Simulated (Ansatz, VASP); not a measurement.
**Cross-check of Al35GaN36 (Ga_Al) between VASP and Ansatz**

One calculation is typed for both programs; each brings its own data sets. How far apart do they land? Of the first pair: The structure shown is the start of the Ansatz relaxation below; VASP solves that cell, so the two are compared at the walk's first step.

Main program and level: Ansatz 0.2.0; plane waves, with VASP 6.6.1 beside it; single point at r2SCAN.

## 1. The structure

The cell holds 72 atoms: 35 Al, 36 N and 1 Ga. Cell: a = 9.320 Å, b = 9.320 Å, c = 9.956 Å, α = 90.0°, β = 90.0°, γ = 120.0°. It derives from AlN (AlN (P6_3mc)). Nearest the centre at fractional (0.444, 0.556, 0.500): Ga72 at 0.05 Å, N40 at 1.85 Å, N52 at 1.86 Å, N56 at 1.87 Å, N55 at 1.87 Å, Al18 at 3.02 Å, Al7 at 3.05 Å, Al29 at 3.06 Å.

Structure file:

```xyz
72
Lattice="9.3196 0.0000 0.0000 -4.6598 8.0710 0.0000 0.0000 0.0000 9.9565" Properties=species:S:1:pos:R:3 pbc="T T T"
Al    1.5609    0.9380    2.5124
Al    0.0034    1.8263    4.9367
Al    1.5284    0.9266    7.4949
Al   -0.0338    1.8265    9.9361
Al   -0.0035    3.5398    2.5009
Al   -1.5054    4.4724    4.9652
Al   -0.0112    3.6322    7.4450
Al   -1.5230    4.5222    9.9415
Al   -1.5158    6.3042    2.4657
Al   -3.0995    7.2097    5.0088
Al   -1.5835    6.2561    7.4970
Al   -3.0764    7.1521    0.0292
Al    4.6280    0.9328    2.4990
Al    3.1202    1.7705    4.9320
Al    4.6938    0.9158    7.4321
Al    3.0947    1.7958    9.9040
Al    3.0966    3.5384    2.4906
Al    3.1011    3.6174    7.4240
Al    1.5064    4.5005    9.9473
Al    1.5456    6.2455    2.4474
Al   -0.0252    7.2173    4.9763
Al    1.5866    6.2980    7.4945
Al   -0.0140    7.1861    0.0425
Al    7.8085    0.8931    2.5118
Al    6.2071    1.7440    4.9716
Al    7.7561    0.9435    7.4780
Al    6.1957    1.8388    0.0082
Al    6.2609    3.5749    2.4773
Al    4.6115    4.4959    4.9789
Al    6.1695    3.5688    7.4469
Al    4.6721    4.5305    9.9392
Al    4.6243    6.2741    2.4501
Al    3.1257    7.2035    4.9385
Al    4.6189    6.3038    7.4750
Al    3.1101    7.1699    0.0457
N     1.5106    0.9202    4.3963
N    -0.0271    1.7528    1.9060
N     1.5471    0.8507    9.3814
N     0.0209    1.8188    6.9117
N     0.0183    3.6248    4.4121
N    -1.5780    4.5233    1.8774
N     0.0180    3.5472    9.3873
N    -1.5060    4.4714    6.8634
N    -1.5354    6.2657    4.4300
N    -3.0690    7.1945    1.9218
N    -1.5614    6.3083    9.3246
N    -3.1151    7.2103    6.9074
N     4.6985    0.9098    4.4136
N     3.1074    1.8285    1.8600
N     4.7006    0.9125    9.3872
N     3.0705    1.7989    6.8397
N     3.0629    3.5843    4.3606
N     1.6011    4.4728    1.8865
N     3.0620    3.5680    9.3752
N     1.5918    4.4982    6.8454
N     1.5343    6.2736    4.4309
N     0.0102    7.1445    1.8568
N     1.5095    6.2593    9.3790
N    -0.0426    7.1900    6.8530
N     7.8042    0.9134    4.4129
N     6.1665    1.8111    1.8908
N     7.7232    0.8801    9.3821
N     6.1838    1.8069    6.9123
N     6.1903    3.6280    4.4023
N     4.6270    4.4488    1.9096
N     6.2049    3.5380    9.3676
N     4.6585    4.4562    6.9155
N     4.6280    6.2564    4.4172
N     3.0903    7.1270    1.8934
N     4.6961    6.3105    9.3539
N     3.1429    7.1594    6.8430
Ga    1.5403    4.4769    5.0221
```

## 2. Ansatz: relaxation, r2SCAN

Ansatz runs on its PAW soft_1 files.

The two programs are compared at the cell with which this relaxation starts, whose forces are those of its first step.

File input.yaml:

```yaml
crystal:
  lattice:
    - [9.31956554, 9.0e-08, 0.0]
    - [-4.65978284, 8.07098046, 0.0]
    - [0.0, 0.0, 9.95647772]
  atoms:
    - { symbol: Al, position: [0.22222222, 0.11111111, 0.24960167] }
    - { symbol: Al, position: [0.11111111, 0.22222222, 0.49960167] }
    - { symbol: "N", position: [0.22222222, 0.11111111, 0.44039833] }
    - { symbol: "N", position: [0.11111111, 0.22222222, 0.19039833] }
    - { symbol: Al, position: [0.22222222, 0.11111111, 0.74960167] }
    - { symbol: Al, position: [0.11111111, 0.22222222, 0.99960167] }
    - { symbol: "N", position: [0.22222222, 0.11111111, 0.94039833] }
    - { symbol: "N", position: [0.11111111, 0.22222222, 0.69039833] }
    - { symbol: Al, position: [0.22222222, 0.44444444, 0.24960167] }
    - { symbol: Al, position: [0.11111111, 0.55555556, 0.49960167] }
    - { symbol: "N", position: [0.22222222, 0.44444444, 0.44039833] }
    - { symbol: "N", position: [0.11111111, 0.55555556, 0.19039833] }
    - { symbol: Al, position: [0.22222222, 0.44444444, 0.74960167] }
    - { symbol: Al, position: [0.11111111, 0.55555556, 0.99960167] }
    - { symbol: "N", position: [0.22222222, 0.44444444, 0.94039833] }
    - { symbol: "N", position: [0.11111111, 0.55555556, 0.69039833] }
    - { symbol: Al, position: [0.22222222, 0.77777778, 0.24960167] }
    - { symbol: Al, position: [0.11111111, 0.88888889, 0.49960167] }
    - { symbol: "N", position: [0.22222222, 0.77777778, 0.44039833] }
    - { symbol: "N", position: [0.11111111, 0.88888889, 0.19039833] }
    - { symbol: Al, position: [0.22222222, 0.77777778, 0.74960167] }
    - { symbol: Al, position: [0.11111111, 0.88888889, 0.99960167] }
    - { symbol: "N", position: [0.22222222, 0.77777778, 0.94039833] }
    - { symbol: "N", position: [0.11111111, 0.88888889, 0.69039833] }
    - { symbol: Al, position: [0.55555556, 0.11111111, 0.24960167] }
    - { symbol: Al, position: [0.44444444, 0.22222222, 0.49960167] }
    - { symbol: "N", position: [0.55555556, 0.11111111, 0.44039833] }
    - { symbol: "N", position: [0.44444444, 0.22222222, 0.19039833] }
    - { symbol: Al, position: [0.55555556, 0.11111111, 0.74960167] }
    - { symbol: Al, position: [0.44444444, 0.22222222, 0.99960167] }
    - { symbol: "N", position: [0.55555556, 0.11111111, 0.94039833] }
    - { symbol: "N", position: [0.44444444, 0.22222222, 0.69039833] }
    - { symbol: Al, position: [0.55555556, 0.44444444, 0.24960167] }
    - { symbol: Ga, position: [0.44444444, 0.55555556, 0.49960167] }
    - { symbol: "N", position: [0.55555556, 0.44444444, 0.44039833] }
    - { symbol: "N", position: [0.44444444, 0.55555556, 0.19039833] }
    - { symbol: Al, position: [0.55555556, 0.44444444, 0.74960167] }
    - { symbol: Al, position: [0.44444444, 0.55555556, 0.99960167] }
    - { symbol: "N", position: [0.55555556, 0.44444444, 0.94039833] }
    - { symbol: "N", position: [0.44444444, 0.55555556, 0.69039833] }
    - { symbol: Al, position: [0.55555556, 0.77777778, 0.24960167] }
    - { symbol: Al, position: [0.44444444, 0.88888889, 0.49960167] }
    - { symbol: "N", position: [0.55555556, 0.77777778, 0.44039833] }
    - { symbol: "N", position: [0.44444444, 0.88888889, 0.19039833] }
    - { symbol: Al, position: [0.55555556, 0.77777778, 0.74960167] }
    - { symbol: Al, position: [0.44444444, 0.88888889, 0.99960167] }
    - { symbol: "N", position: [0.55555556, 0.77777778, 0.94039833] }
    - { symbol: "N", position: [0.44444444, 0.88888889, 0.69039833] }
    - { symbol: Al, position: [0.88888889, 0.11111111, 0.24960167] }
    - { symbol: Al, position: [0.77777778, 0.22222222, 0.49960167] }
    - { symbol: "N", position: [0.88888889, 0.11111111, 0.44039833] }
    - { symbol: "N", position: [0.77777778, 0.22222222, 0.19039833] }
    - { symbol: Al, position: [0.88888889, 0.11111111, 0.74960167] }
    - { symbol: Al, position: [0.77777778, 0.22222222, 0.99960167] }
    - { symbol: "N", position: [0.88888889, 0.11111111, 0.94039833] }
    - { symbol: "N", position: [0.77777778, 0.22222222, 0.69039833] }
    - { symbol: Al, position: [0.88888889, 0.44444444, 0.24960167] }
    - { symbol: Al, position: [0.77777778, 0.55555556, 0.49960167] }
    - { symbol: "N", position: [0.88888889, 0.44444444, 0.44039833] }
    - { symbol: "N", position: [0.77777778, 0.55555556, 0.19039833] }
    - { symbol: Al, position: [0.88888889, 0.44444444, 0.74960167] }
    - { symbol: Al, position: [0.77777778, 0.55555556, 0.99960167] }
    - { symbol: "N", position: [0.88888889, 0.44444444, 0.94039833] }
    - { symbol: "N", position: [0.77777778, 0.55555556, 0.69039833] }
    - { symbol: Al, position: [0.88888889, 0.77777778, 0.24960167] }
    - { symbol: Al, position: [0.77777778, 0.88888889, 0.49960167] }
    - { symbol: "N", position: [0.88888889, 0.77777778, 0.44039833] }
    - { symbol: "N", position: [0.77777778, 0.88888889, 0.19039833] }
    - { symbol: Al, position: [0.88888889, 0.77777778, 0.74960167] }
    - { symbol: Al, position: [0.77777778, 0.88888889, 0.99960167] }
    - { symbol: "N", position: [0.88888889, 0.77777778, 0.94039833] }
    - { symbol: "N", position: [0.77777778, 0.88888889, 0.69039833] }
  host:
    repeats: [3, 3, 2]
    atoms:
      - { symbol: Al, position: [0.66666667, 0.33333333, 0.49920333] }
      - { symbol: Al, position: [0.33333333, 0.66666667, 0.99920333] }
      - { symbol: "N", position: [0.66666667, 0.33333333, 0.88079667] }
      - { symbol: "N", position: [0.33333333, 0.66666667, 0.38079667] }
basis:
  ecutwfc: 500
  xc_grid: 2
hamiltonian:
  xc: r2scan
  pseudopotentials: { kind: paw, azcp: { folder: soft_1 } }
kpoints:
  mp_grid: { grid: [1, 1, 1], shift: [0.25, 0.25, 0.25] }
scf:
  occupations: { method: fixed }
  max_iter: 100
output:
  forces: true
  charged_corrections:
    epsilon: [4.49, 4.49, 4.72]
    static_epsilon: [8.15, 8.15, 9.65]
    defect_position: [0.444444, 0.555556, 0.499602]
relax:
  f_tol: 0.02
  max_steps: 80
  random_displacement: { amplitude: 0.05, seed: 366 }
checkpoint:
  write: "../q0.relax.run"
  compress: false
  write_wavefunctions: true
  write_every: 100000
```

Started as:

```sh
> ansatz run input.yaml --threads 4 --pin off --max-ram 7536MiB --backend cpu --events-out ev --progress --plain --runs-dir out
```

Numbers of over 12 decimals in the logs are rounded to 6 here.

Log:

```text
Engine: ansatz 0.2.0, aarch64-unknown-linux-gnu
Pseudopotentials: kind: paw
Pseudopotential: Al, paw, valence charge 3, recommended cutoff 500 eV (meta_gga), soft_1/Al.paw.azcp
Pseudopotential: N, paw, valence charge 5, recommended cutoff 500 eV (meta_gga), soft_1/N.paw.azcp
Pseudopotential: Ga, paw, valence charge 13, recommended cutoff 500 eV (meta_gga), soft_1/Ga.paw.azcp
Functional definition: r2SCAN
  parameter k0 = 0.174
  parameter k1 = 0.065
  parameter a1 = 4.9479
  exchange = r2scan_x(k0 = k0, k1 = k1, a1 = a1)
  correlation = r2scan_c
Crystal: 72 atoms, lattice volume = 748.907 Å³
Basis set: ecut = 500 eV, 18913 PW (Γ), exchange–correlation on 144×144×150 points (8 copies of the dense FFT grid, shifted against one another)
Bands: 221, of which v1, the nominal top of the filled ones, is band 149 counted from 1 (148 counted from 0)
Symmetry: 1 space group operations
k-points: 1
Non-local potential: Al, projectors of the file, l = 0: 2, l = 1: 2, l = 2: 1
Non-local potential: N, projectors of the file, l = 0: 2, l = 1: 2, l = 2: 1
Non-local potential: Ga, projectors of the file, l = 0: 2, l = 1: 2, l = 2: 3, l = 3: 1
PAW form: soft (Blöchl's): semilocal exchange-correlation on the pseudo side does not see the compensation charge
PAW frozen core: Al, regenerated for the run's functional (the file was generated under x = pbe(κ = 0.804, μ = 0.219515), c = pbe(β = 0.066725))
PAW frozen core: N, regenerated for the run's functional (the file was generated under x = pbe(κ = 0.804, μ = 0.219515), c = pbe(β = 0.066725))
PAW frozen core: Ga, regenerated for the run's functional (the file was generated under x = pbe(κ = 0.804, μ = 0.219515), c = pbe(β = 0.066725))
PAW one-centre angular grid: Al, 302 points (default); XC on 160 Gauss nodes
PAW one-centre angular grid: N, 302 points (default); XC on 160 Gauss nodes
PAW one-centre angular grid: Ga, 590 points (default); XC on 160 Gauss nodes
Initial density: superposition of atomic densities (chi_scale 0.1, normalization cell, long waves kept (reshape's long-wave potential 0.22 eV rms))
Initial wavefunctions: pseudopotential atomic-orbital guess
Functional: x = r2scan, c = r2scan; τ floored in thin density (d = 2e-4 eV/Å³)
SCF iter   1: F=—  HF=-36709.074625 eV  |F-HF|=—  |Δ(HF+E_count)|=         —  Δρ=1.36e-1  dr2=1.67e2  dr2_τ=1.93e1  ethr=3.10e-3  ⟨swp⟩=6.0  Hψ=756  notcnv=0  defer=66
preconditioner: auto → Resta (q_TF=auto, 2.340 Å⁻¹)  ε∞=3.3  [insulator: Δε(μ)=6.682 eV  Ē_g=15.609 eV  n_scr=162 (ndim 8)  ℏωp=23.4 eV  f_vac=0.000  ε∞_Penn≈3.3]
SCF iter   2: F=—  HF=-36668.049003 eV  |F-HF|=—  |Δ(HF+E_count)|=    4.10e1  Δρ=4.75e-2  dr2=1.16e1  dr2_τ=3.67e0  ethr=3.10e-3  ⟨swp⟩=4.0  Hψ=485  notcnv=0  defer=66
SCF iter   3: F=—  HF=-36671.732843 eV  |F-HF|=—  |Δ(HF+E_count)|=    3.68e0  Δρ=2.40e-2  dr2=2.84e0  dr2_τ=1.52e-1  ethr=3.10e-3  ⟨swp⟩=3.0  Hψ=268  notcnv=0  defer=67
SCF iter   4: F=—  HF=-36672.005122 eV  |F-HF|=—  |Δ(HF+E_count)|=   2.72e-1  Δρ=2.88e-3  dr2=4.29e-2  dr2_τ=5.15e-3  ethr=9.53e-4  ⟨swp⟩=3.0  Hψ=378  notcnv=0  defer=66
SCF iter   5: F=—  HF=-36672.004014 eV  |F-HF|=—  |Δ(HF+E_count)|=   1.11e-3  Δρ=1.07e-3  dr2=8.21e-3  dr2_τ=1.38e-3  ethr=1.44e-5  ⟨swp⟩=2.0  Hψ=306  notcnv=0  defer=70
SCF iter   6: F=—  HF=-36672.001551 eV  |F-HF|=—  |Δ(HF+E_count)|=   2.46e-3  Δρ=2.58e-4  dr2=5.81e-4  dr2_τ=3.13e-5  ethr=2.75e-6  ⟨swp⟩=2.0  Hψ=366  notcnv=0  defer=70
SCF iter   7: F=—  HF=-36672.001520 eV  |F-HF|=—  |Δ(HF+E_count)|=   3.09e-5  Δρ=8.07e-5  dr2=3.04e-5  dr2_τ=1.82e-6  ethr=1.95e-7  ⟨swp⟩=2.0  Hψ=303  notcnv=0  defer=70
SCF iter   8: F=-36672.001516 eV  HF=-36672.001518 eV  |F-HF|=1.74e-6  |Δ(HF+E_count)|=   2.14e-6  Δρ=2.57e-5  dr2=4.00e-6  dr2_τ=3.14e-7  ethr=3.36e-9  ⟨swp⟩=4.0  Hψ=636  notcnv=0
SCF 1 converged in 8 iterations: F = -36672.001516 eV  dr2 = 4.00e-6
  greatest PAW one-centre occupation: 0.995 electrons in one spin orbital (limit 2), on the Ga atom at site 33 (counted from 0), in its partial waves of l = 2
relax step   1: F+E_penalty+E_count = -36672.00151635 eV  Δ(F+E_penalty+E_count) = +0.000e0 eV  max|allowed force component| = 2.547e0 eV/Å  Δτ_max = 0.0000 Å  (8 SCF iters, dr2 threshold 1.00e-5 eV, accepted)
Initial density: handed on by an earlier stage of this run
Initial wavefunctions: those handed on with the density
iter 1 solved again at ethr=1.28e-4 eV; its pass at ethr=3.10e-3 eV (dr2=3.82e-1 eV) is discarded
SCF iter   1: F=—  HF=-36673.900483 eV  |F-HF|=—  |Δ(HF+E_count)|=         —  Δρ=5.91e-3  dr2=3.85e-1  dr2_τ=1.01e0  ethr=1.28e-4  ⟨swp⟩=1.0  Hψ=739  notcnv=0  defer=69
preconditioner: auto → Resta (q_TF=auto, 2.340 Å⁻¹)  ε∞=3.6  [insulator: Δε(μ)=6.051 eV  Ē_g=14.508 eV  n_scr=162 (ndim 8)  ℏωp=23.4 eV  f_vac=0.000  ε∞_Penn≈3.6]
[...]
atom  62  Al    -0.00081588     0.00017860    -0.00078879
  atom  63  N      0.00064999     0.00006787    -0.00123858
  atom  64  N      0.00093552    -0.00146134    -0.00105185
  atom  65  Al    -0.00067459    -0.00010119    -0.00055418
  atom  66  Al     0.00102645    -0.00049802     0.00018488
  atom  67  N      0.00060609     0.00064128    -0.00064116
  atom  68  N     -0.00082400    -0.00121000    -0.00151491
  atom  69  Al    -0.00122515     0.00103256     0.00021911
  atom  70  Al    -0.00057596     0.00037209     0.00105648
  atom  71  N      0.00146191    -0.00010801    -0.00148939
  atom  72  N      0.00098605     0.00022396    -0.00126303
  max |Σ_I F_I| component: 1.07e-2 eV/Å
--- Band table (eV) ---
  k-point 0: bands = [... 145 lower, 6.6203, 6.6449, 6.6596, 6.7850, 12.8987, 12.9549, 13.0517, 13.2218, ... 68 higher]
--- Relaxed structure (5 steps of the walk, 5 accepted, 0 SCFs on fresh bases) ---
  F+E_penalty+E_count = -36674.38829124 eV   max|allowed force component| = 9.611e-3 eV/Å
  atoms:
    - { symbol: Al, position: [0.222191, 0.111673, 0.249979] }
    - { symbol: Al, position: [0.110347, 0.222012, 0.500129] }
    - { symbol: N, position: [0.222027, 0.111874, 0.440744] }
    - { symbol: N, position: [0.111039, 0.222176, 0.190314] }
    - { symbol: Al, position: [0.222198, 0.111675, 0.750025] }
    - { symbol: Al, position: [0.110837, 0.222451, 1.000042] }
    - { symbol: N, position: [0.221970, 0.111781, 0.940525] }
    - { symbol: N, position: [0.111283, 0.222710, 0.690768] }
    - { symbol: Al, position: [0.221627, 0.444699, 0.248940] }
    - { symbol: Al, position: [0.110294, 0.556136, 0.500093] }
    - { symbol: N, position: [0.216534, 0.442308, 0.438935] }
    - { symbol: N, position: [0.111033, 0.556203, 0.190358] }
    - { symbol: Al, position: [0.221262, 0.444541, 0.751335] }
    - { symbol: Al, position: [0.110827, 0.556319, 1.000072] }
    - { symbol: N, position: [0.221525, 0.444979, 0.941548] }
    - { symbol: N, position: [0.111292, 0.555926, 0.690713] }
    - { symbol: Al, position: [0.222222, 0.778356, 0.250011] }
    - { symbol: Al, position: [0.111096, 0.889463, 0.499936] }
    - { symbol: N, position: [0.222085, 0.778479, 0.440747] }
    - { symbol: N, position: [0.111257, 0.889291, 0.190707] }
    - { symbol: Al, position: [0.222210, 0.778346, 0.750000] }
    - { symbol: Al, position: [0.111069, 0.889489, 1.000041] }
    - { symbol: N, position: [0.221978, 0.778593, 0.940531] }
    - { symbol: N, position: [0.111251, 0.889288, 0.690557] }
    - { symbol: Al, position: [0.555459, 0.111690, 0.250001] }
    - { symbol: Al, position: [0.444325, 0.222195, 0.500081] }
    - { symbol: N, position: [0.555342, 0.111973, 0.440596] }
    - { symbol: N, position: [0.444322, 0.222232, 0.190338] }
    - { symbol: Al, position: [0.555583, 0.111750, 0.749974] }
    - { symbol: Al, position: [0.444242, 0.222486, 1.000065] }
    - { symbol: N, position: [0.555408, 0.111927, 0.940477] }
    - { symbol: N, position: [0.444606, 0.222755, 0.690720] }
    - { symbol: Al, position: [0.555756, 0.444806, 0.248992] }
    - { symbol: Ga, position: [0.444210, 0.556331, 0.500735] }
    - { symbol: N, position: [0.557901, 0.442685, 0.438926] }
    - { symbol: N, position: [0.444560, 0.556008, 0.190727] }
    - { symbol: Al, position: [0.555970, 0.444584, 0.751294] }
    - { symbol: Al, position: [0.444392, 0.556183, 1.000024] }
    - { symbol: N, position: [0.555565, 0.444997, 0.941510] }
    - { symbol: N, position: [0.444544, 0.555994, 0.696394] }
    - { symbol: Al, position: [0.555863, 0.778931, 0.248964] }
    - { symbol: Al, position: [0.444438, 0.890284, 0.500099] }
    - { symbol: N, position: [0.558253, 0.784033, 0.438926] }
    - { symbol: N, position: [0.444366, 0.889526, 0.190357] }
    - { symbol: Al, position: [0.555998, 0.779291, 0.751314] }
    - { symbol: Al, position: [0.444253, 0.889730, 1.000062] }
    - { symbol: N, position: [0.555586, 0.779034, 0.941535] }
    - { symbol: N, position: [0.444629, 0.889269, 0.690711] }
    - { symbol: Al, position: [0.888880, 0.111669, 0.249964] }
[...]
- { symbol: Al, position: [0.888870, 0.445110, 0.250021] }
    - { symbol: Al, position: [0.778365, 0.556230, 0.500080] }
    - { symbol: N, position: [0.888603, 0.445220, 0.440595] }
    - { symbol: N, position: [0.778319, 0.556208, 0.190338] }
    - { symbol: Al, position: [0.888827, 0.444968, 0.749951] }
    - { symbol: Al, position: [0.778076, 0.556302, 1.000065] }
    - { symbol: N, position: [0.888633, 0.445152, 0.940470] }
    - { symbol: N, position: [0.777807, 0.555952, 0.690717] }
    - { symbol: Al, position: [0.888884, 0.778362, 0.249992] }
    - { symbol: Al, position: [0.778543, 0.890204, 0.500131] }
    - { symbol: N, position: [0.888684, 0.778537, 0.440731] }
    - { symbol: N, position: [0.778388, 0.889521, 0.190312] }
    - { symbol: Al, position: [0.888869, 0.778339, 0.750032] }
    - { symbol: Al, position: [0.778104, 0.889721, 1.000044] }
    - { symbol: N, position: [0.888768, 0.778583, 0.940544] }
    - { symbol: N, position: [0.777842, 0.889260, 0.690763] }
```

The column dr2 measures how far the density is from self-consistency, as an energy; F and HF (Harris–Foulkes) agree once it is small.

[end of part 1 of 3]

[Lines on the potential files, build, host, timing and source positions are cut from VASP's logs without a mark.]

[Logs are printed without paths, hosts, clocks, repeated set-up lines and the standing remarks that a program may print on its own settings, such as how far it seeks lower states.]

[Hosts, paths, dates, database ids (printed as entryN), source tags and the programs' standing remarks are cut or masked in the printed files.]
